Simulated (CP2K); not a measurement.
## CsBr under changes of volume

One of the cells (40.468 Å³/atom); the others are scaled copies at fixed shape and fractional positions:

```
Cs Br
1.0
     4.32562    0.00000    0.00000
     0.00000    4.32562    0.00000
     0.00000    0.00000    4.32562
Cs Br
1 1
Direct
  0.00000 0.00000 0.00000
  0.50000 0.50000 0.50000
```

The cell comes from a database or a generator and needn't be the stable form of this composition.

- Program: CP2K 2026.2
- Functional: PBEsol
- Potentials or basis: POTENTIAL_UZH Cs GTH-PBE-q9, Br GTH-PBE-q7; TZVP-MOLOPT-PBE-GTH basis
- Density cutoff: 6123 eV
- k mesh: 6 × 6 × 6
- Occupations: fermi-dirac, width 0.0259 eV
- Spin: no spin polarisation

```csv
volume (Å³/atom),energy over the lowest point (meV/atom),pressure (GPa),gap on the mesh (eV)
38.040,2.59,0.6,4.38
38.850,0.42,0.2,4.30
39.659,0.00,-0.1,4.23
40.468,1.12,-0.4,4.15
41.278,3.60,-0.6,4.08
42.087,?,?,?
42.896,11.97,-1.0,3.95
```

Question: What does the run at 42.087 Å³/atom give?

Answer: Energy over the lowest point 7.26 meV/atom; pressure -0.8 GPa; gap on the mesh 4.01 eV.

Worked out: A Birch-Murnaghan fit of order 3 (a polynomial in V^(-2/3)) to the other rows has its minimum at 39.46 Å³/atom with B0 = V·E''(V) = 15.3 GPa and B' = 5.3. It gives 7.26 meV/atom at 42.087 Å³/atom, against the run's 7.26, and -dE/dV = -0.8 GPa, against -0.8. A straight line through the other rows of the gap, of slope -3.59 eV per unit of ln V, gives 4.01 eV, against the run's 4.01.

Energies are extrapolated to zero smearing.

Caveats: the potentials were made for another functional, which shifts forces and pressure; spin-orbit coupling is left out, which moves the levels of the heavy elements; the basis of atomic orbitals isn't converged, which shifts pressures, moduli and gaps.
